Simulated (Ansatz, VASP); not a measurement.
# Cross-check of TiSeS (TiSeS, 1T) between VASP and Ansatz

Wanted: the spread between two codes on one cell, functional and k mesh. The cell is invented: As first built, before any earlier steps moved the atoms (in the runner's words): 3x3x1 conventional cells of the TiSe2 type (27 atoms: 9 S, 9 Ti, 9 Se); Se/S share their sites, one random draw; start lattice by linear mixing of the end members' cells; atoms moved at random by 0.02 A. It may not be a known or stable phase. The structure shown is the start of the Ansatz relaxation below; VASP solves that cell, so the two are compared at the walk's first step.

Calculated with Ansatz 0.2.0; plane waves, with VASP 6.6.1 beside it; single point at PBE.

**1. The structure**

The cell holds 27 atoms: 9 S, 9 Ti and 9 Se. Its edges and angles: a = 10.422 Å, b = 10.422 Å, c = 5.849 Å, α = 90.0°, β = 90.0°, γ = 120.0°. It derives from TiSe2 (TiSe2 type, space group 164), repeated 3×3×1. As first built, before any earlier steps moved the atoms (in the runner's words): 3x3x1 conventional cells of the TiSe2 type (27 atoms: 9 S, 9 Ti, 9 Se); Se/S share their sites, one random draw; start lattice by linear mixing of the end members' cells; atoms moved at random by 0.02 A.

**2. Ansatz: relaxation, PBE**

Ansatz runs on its default PAW (the set named soft_2) files.

The two programs are compared at the cell with which this relaxation starts, whose forces are those of its first step.

input.yaml reads:

```yaml
crystal:
  lattice:
    - [10.422, 0.0, 0.0]
    - [-5.211, 9.02572, 0.0]
    - [0.0, 0.0, 5.8495]
  atoms:
    - { symbol: S, position: [0.22302, 0.11134, 0.74162] }
    - { symbol: S, position: [0.22294, 0.77932, 0.7402] }
    - { symbol: S, position: [0.55257, 0.44023, 0.74039] }
    - { symbol: S, position: [0.44065, 0.88837, 0.25087] }
    - { symbol: S, position: [0.55625, 0.77813, 0.74416] }
    - { symbol: S, position: [0.77235, 0.22103, 0.25503] }
    - { symbol: S, position: [0.7763, 0.55216, 0.25357] }
    - { symbol: S, position: [0.775, 0.8871, 0.25883] }
    - { symbol: S, position: [0.8873, 0.77771, 0.74782] }
    - { symbol: Ti, position: [0.99876, 0.99975, 0.00038] }
    - { symbol: Ti, position: [0.99877, 0.33062, 0.00026] }
    - { symbol: Ti, position: [0.00089, 0.66324, 0.00294] }
    - { symbol: Ti, position: [0.33285, 0.99858, 0.00684] }
    - { symbol: Ti, position: [0.33347, 0.33068, 0.00025] }
    - { symbol: Ti, position: [0.33423, 0.66625, 0.00233] }
    - { symbol: Ti, position: [0.66728, 0.00148, 0.00492] }
    - { symbol: Ti, position: [0.6656, 0.33378, 0.99842] }
    - { symbol: Ti, position: [0.6656, 0.66404, 0.99802] }
    - { symbol: Se, position: [0.11173, 0.22421, 0.25912] }
    - { symbol: Se, position: [0.10769, 0.55379, 0.25741] }
    - { symbol: Se, position: [0.21789, 0.44342, 0.74447] }
    - { symbol: Se, position: [0.11429, 0.89042, 0.25408] }
    - { symbol: Se, position: [0.44346, 0.22167, 0.26041] }
    - { symbol: Se, position: [0.5544, 0.11044, 0.74601] }
    - { symbol: Se, position: [0.44399, 0.55512, 0.25139] }
    - { symbol: Se, position: [0.88838, 0.11013, 0.74879] }
    - { symbol: Se, position: [0.89012, 0.44439, 0.74709] }
kpoints:
  mp_grid: { grid: [3, 3, 4] }
hamiltonian:
  xc: pbe
scf:
  occupations: { method: methfessel_paxton, width: 0.15 }
output:
  forces: true
  stress: true
relax:
  f_tol: 0.02
  max_steps: 45
  cell: { stress_tol: 0.1 }
```

Launch:

```bash
$ ansatz run input.yaml --threads 4 --pin off --max-ram 15360MiB --backend cpu --events-out ev --progress --plain --runs-dir out
```

Numbers of over 12 decimals in the logs are rounded to 6 here.

The program printed:

```text
The last accepted step is kept in <dir> (removed where the run ends without a failure and the disk answers)
Engine: ansatz 0.2.0, aarch64-unknown-linux-gnu
Pseudopotentials: kind: paw
Pseudopotential: S, paw, valence charge 6, recommended cutoff 420 eV (normal), S.paw.azcp
Pseudopotential: Ti, paw, valence charge 12, recommended cutoff 420 eV (normal), Ti.paw.azcp
Pseudopotential: Se, paw, valence charge 16, recommended cutoff 420 eV (normal), Se.paw.azcp
Functional definition: PBE
  parameter kappa = 0.804
  parameter beta = 0.066725
  exchange = pbe_x(kappa = kappa, mu = beta*pi^2/3)
  correlation = pbe_c(beta = beta)
Crystal: 27 atoms, lattice volume = 550.239 Å³
Basis set: ecut = 420 eV, 10705 PW (Γ), exchange–correlation on 144×144×80 points (8 copies of the dense FFT grid, shifted against one another)
Bands: 184, of which v1, the nominal top of the filled ones, is band 153 counted from 1 (152 counted from 0)
Symmetry: 1 space group operations
Space group: P1 (ITA 1), of the structure as read, at distance tolerance 8.2e-5 Å
k-points: 19 of 36 (time reversal used)
Non-local potential: S, projectors of the file, l = 0: 2, l = 1: 2, l = 2: 2
Non-local potential: Ti, projectors of the file, l = 0: 3, l = 1: 2, l = 2: 3, l = 3: 1
Non-local potential: Se, projectors of the file, l = 0: 2, l = 1: 2, l = 2: 3, l = 3: 1
PAW form: soft (Blöchl's): semilocal exchange-correlation on the pseudo side does not see the compensation charge
PAW one-centre angular grid: S, 110 points (default); XC on 64 Gauss nodes
PAW one-centre angular grid: Ti, 590 points (default); XC on 64 Gauss nodes
PAW one-centre angular grid: Se, 590 points (default); XC on 64 Gauss nodes
Initial density: superposition of atomic densities (neutral atoms: chi_scale 0, normalization atom), corrected by the library's trained network
Initial wavefunctions: pseudopotential atomic-orbital guess
Functional: x = pbe(κ = 0.804, μ = 0.219515), c = pbe(β = 0.066725)
SCF iter   1: F=—  HF=-79868.726088 eV  |F-HF|=—  |Δ(HF+E_count)|=         —  Δρ=2.47e-3  dr2=7.02e-2  ethr=1.77e-3  ⟨swp⟩=5.0  Hψ=12515  notcnv=0
preconditioner: auto → LDOS  [metal: Δε(μ)=0.018 eV  Ē_g=6.638 eV  σ=0.150 eV  W_gap=0.10  n_scr=142 (ndim 8)  ℏωp=19.0 eV  f_vac=0.018  D(μ)=8.45/eV (n_scr^D=44)  β→1.0]
SCF iter   2: F=—  HF=-79868.733064 eV  |F-HF|=—  |Δ(HF+E_count)|=   6.98e-3  S|Δr|=    0.00e0  Δρ=3.05e-3  dr2=1.10e-1  ethr=2.29e-5  ⟨swp⟩=2.0  Hψ=4947  notcnv=0
SCF iter   3: F=—  HF=-79868.722571 eV  |F-HF|=—  |Δ(HF+E_count)|=   1.05e-2  S|Δr|=    0.00e0  Δρ=7.71e-4  dr2=6.64e-3  ethr=2.29e-5  ⟨swp⟩=2.0  Hψ=4182  notcnv=0  defer=3
SCF iter   4: F=—  HF=-79868.721817 eV  |F-HF|=—  |Δ(HF+E_count)|=   7.54e-4  S|Δr|=    0.00e0  Δρ=8.44e-5  dr2=7.02e-5  ethr=2.17e-6  ⟨swp⟩=2.0  Hψ=4026  notcnv=0  defer=1
SCF iter   5: F=—  HF=-79868.721959 eV  |F-HF|=—  |Δ(HF+E_count)|=   1.42e-4  S|Δr|=    0.00e0  Δρ=2.18e-5  dr2=3.36e-6  ethr=2.30e-8  ⟨swp⟩=2.0  Hψ=4850  notcnv=0  defer=1
SCF iter   6: F=—  HF=-79868.721959 eV  |F-HF|=—  |Δ(HF+E_count)|=   2.15e-7  S|Δr|=    0.00e0  Δρ=4.90e-6  dr2=1.07e-7  ethr=1.10e-9  ⟨swp⟩=2.0  Hψ=5045  notcnv=0  defer=1
SCF iter   7: F=-79868.721959 eV  HF=-79868.721959 eV  |F-HF|=3.75e-9  |Δ(HF+E_count)|=   5.97e-8  S|Δr|=    0.00e0  Δρ=1.44e-6  dr2=1.01e-8  ethr=3.27e-11  ⟨swp⟩=4.0  Hψ=10352  notcnv=0
SCF 1 converged in 7 iterations: F = -79868.721959 eV  dr2 = 1.01e-8
  greatest PAW one-centre occupation: 1.000 electrons in one spin orbital (limit 2), on the Se atom at site 25 (counted from 0), in its partial waves of l = 2
relax step   1: F+E_penalty+E_count = -79868.72195892 eV  Δ(F+E_penalty+E_count) = +0.000e0 eV  max|allowed force component| = 1.217e0 eV/Å  Δτ_max = 0.0000 Å  P = +0.438 GPa  Ω = 550.239 Å³  (7 SCF iters, dr2 threshold 1.00e-7 eV, accepted)
[...]
relax step  11: F+E_penalty+E_count = -79870.12795178 eV  Δ(F+E_penalty+E_count) = -1.034e-4 eV  max|allowed force component| = 5.198e-3 eV/Å  Δτ_max = 0.0099 Å  P = -0.004 GPa  Ω = 633.261 Å³  energy of the carried Pulay correction = -1.831e-3 eV  (9 SCF iters, accepted)
[...]
relax step  12: F+E_penalty+E_count = -79870.12953528 eV  Δ(F+E_penalty+E_count) = -1.583e-3 eV  max|allowed force component| = 5.182e-3 eV/Å  Δτ_max = 0.0000 Å  P = -0.009 GPa  Ω = 633.261 Å³  stress off target by 1.86e-2 GPa  SCF on the basis re-selected at this cell (its energy is not comparable with the rows above)  (8 SCF iters)
basis re-selected at this cell: Δ(F+E_penalty+E_count) = -1.583e-3 eV, ΔP = -0.005 GPa vs the last step (what re-selecting the basis moved, of the pressure what is left beyond the Pulay correction that the steps carried, after the strain that the cell walked since its last selection, with what the two solves' SCF thresholds leave and, on support functions, any second-order correction that the steps lacked; it is no measure of the basis error at this ecutwfc). The dense FFT grid was sized anew with the basis: this SCF ran on 72×72×48 points, the steps before it on 72×72×45, so part of this shift can come from that change (see relax.cell in the input reference). [rest of the remark cut]
SCF converged after 8 iterations
Stability not checked: this state was not tested for a lower state beside it, because cold or Methfessel-Paxton smearing, or corrected tetrahedra, fill the levels in a way that the test cannot read (fill_not_monotonic; see scf.lower_state_search)
Free energy (F): -79870.129535 eV
Harris-Foulkes:  -79870.129535 eV  (|F-HF|=7.28e-11)
Internal energy: -79870.117944 eV  (E = F + TS)
E sigma→0 (E₀):  -79870.126637 eV
Entropy (-TS):   -0.011592 eV (-0.429 meV/atom)
Fermi energy:    6.922532 eV
Step filling:    the computed levels leave a gap of 0.0040 eV = 0.0 smearing widths at the electron count; against every level under it full and every level over it empty, smearing changes F+E_penalty+E_count by -6.150 meV and its σ→0 estimate by -3.253 meV
--- Per-component energies (eV) ---
  E_band       = -5735.233731
  E_kinetic    = 4469.266838
  E_local      = -42333.334599  (includes V_loc(G=0)·N_el)
  E_nonlocal   = -5051.270162
  E_hartree    = 19772.885017
  E_xc         = -2694.060585
  E_vxc        = -2774.047305  (∫ρ·V_xc dr)
  E_paw        = -32020.411437  (= ΣΔE_a)
  E_vpaw       = 408.385476  (= ΣTr[D̂ρ^β])
  E_aug_tail   = -0.004381  (compensation charges beyond the density's cutoff)
  E_ewald      = -22013.188634
  E_smearing   = -0.011592  (= −TS)
  E_closure    = -0.000000  (closes the sum)
  Σ components = -79870.129535   (vs F -79870.129535, Δ=0.00e0)
--- Forces (eV/Å), atoms counted from 1 ---
  atom   1  S     -0.00217346     0.00147167     0.00016049
  atom   2  S     -0.00077091    -0.00055405     0.00233817
  atom   3  S     -0.00184454    -0.00309762     0.00149465
  atom   4  S     -0.00042396    -0.00231866    -0.00361269
  atom   5  S     -0.00281962    -0.00076775     0.00254206
  atom   6  S      0.00016562    -0.00055851    -0.00109981
  atom   7  S     -0.00268367    -0.00137702    -0.00099653
  atom   8  S     -0.00153907    -0.00291459    -0.00157409
  atom   9  S     -0.00019618    -0.00090289     0.00319895
  atom  10  Ti     0.00334337     0.00490717     0.00048696
  atom  11  Ti     0.00214333     0.00262071    -0.00038101
  atom  12  Ti     0.00346989     0.00219023    -0.00064576
  atom  13  Ti     0.00249958     0.00492106    -0.00052594
  atom  14  Ti     0.00343567     0.00263294     0.00034501
  atom  15  Ti     0.00245558     0.00027407    -0.00149970
  atom  16  Ti     0.00247995     0.00165023    -0.00064339
  atom  17  Ti     0.00182858     0.00394684    -0.00095588
  atom  18  Ti     0.00518219     0.00340513     0.00328876
  atom  19  Se    -0.00113903    -0.00091411    -0.00182023
  atom  20  Se    -0.00082333    -0.00281426    -0.00038487
  atom  21  Se    -0.00158748    -0.00130864     0.00113981
  atom  22  Se    -0.00255530    -0.00325766    -0.00413031
  atom  23  Se    -0.00147691     0.00100593    -0.00279213
  atom  24  Se    -0.00258708    -0.00271731     0.00179131
  atom  25  Se    -0.00117260    -0.00168799    -0.00013594
  atom  26  Se    -0.00193365    -0.00020176     0.00122502
  atom  27  Se    -0.00127613    -0.00363242     0.00317254
  max |Σ_I F_I| component: 1.46e-5 eV/Å
--- Stress (GPa, compression-positive) ---
       -0.008414      -0.001284      -0.000390
       -0.001284      -0.008535      -0.008968
       -0.000390      -0.008968      -0.010412
  P = ⅓ Tr σ = -0.0091 GPa (-0.091 kbar)
--- Relaxed structure (10 steps of the walk, 10 accepted, 2 SCFs on fresh bases) ---
  F+E_penalty+E_count = -79870.12953528 eV   max|allowed force component| = 5.182e-3 eV/Å   (the final SCF, on the basis selected at the relaxed cell)
  cell:  # Å, volume = 633.2610 Å³
    - [10.417912, 0.00124605, -0.017028]
    - [-5.207877, 9.019281, 0.0023853]
    - [-0.00955714, -0.00397192, 6.739092]
  atoms:
    - { symbol: S, position: [0.220355, 0.109272, 0.797005] }
    - { symbol: S, position: [0.218798, 0.775663, 0.794774] }
    - { symbol: S, position: [0.553949, 0.444847, 0.793723] }
    - { symbol: S, position: [0.446262, 0.890942, 0.206769] }
    - { symbol: S, position: [0.554571, 0.774471, 0.791274] }
    - { symbol: S, position: [0.775130, 0.219745, 0.201605] }
    - { symbol: S, position: [0.777026, 0.554648, 0.207347] }
    - { symbol: S, position: [0.776751, 0.888782, 0.207059] }
    - { symbol: S, position: [0.887690, 0.776879, 0.792321] }
    - { symbol: Ti, position: [0.996369, 0.995210, -0.00198893] }
    - { symbol: Ti, position: [0.995965, 0.330870, 0.00162363] }
    - { symbol: Ti, position: [-0.00285713, 0.667974, -0.000692764] }
    - { symbol: Ti, position: [0.332623, 0.996789, -0.00445841] }
    - { symbol: Ti, position: [0.334676, 0.331315, -0.00478237] }
    - { symbol: Ti, position: [0.336846, 0.672143, -0.00253527] }
    - { symbol: Ti, position: [0.664267, -0.00481167, 0.00331175] }
    - { symbol: Ti, position: [0.667279, 0.336215, 1.001780] }
    - { symbol: Ti, position: [0.666856, 0.666718, 0.998358] }
    - { symbol: Se, position: [0.109952, 0.221375, 0.233234] }
    - { symbol: Se, position: [0.111183, 0.554878, 0.232956] }
    - { symbol: Se, position: [0.222276, 0.444892, 0.768225] }
    - { symbol: Se, position: [0.110477, 0.888055, 0.237681] }
    - { symbol: Se, position: [0.445583, 0.220203, 0.235128] }
    - { symbol: Se, position: [0.553215, 0.110308, 0.763312] }
    - { symbol: Se, position: [0.445151, 0.556306, 0.235606] }
    - { symbol: Se, position: [0.887236, 0.108249, 0.763304] }
    - { symbol: Se, position: [0.888149, 0.445461, 0.763682] }
```

Reading the cycles: dr2 is the Hartree energy of the density residual (eV), the measure of convergence; HF is the Harris–Foulkes estimate of the energy, which meets the free energy F at convergence.

(Part 1 of 2 ends here.)

[Lines on the potential files, build, host, timing and source positions are cut from VASP's logs without a mark.]

[Logs are printed without paths, hosts, clocks, repeated set-up lines and the standing remarks that a program may print on its own settings, such as how far it seeks lower states.]

[Hosts, paths, dates, database ids (printed as entryN), source tags and the programs' standing remarks are cut or masked in the printed files.]
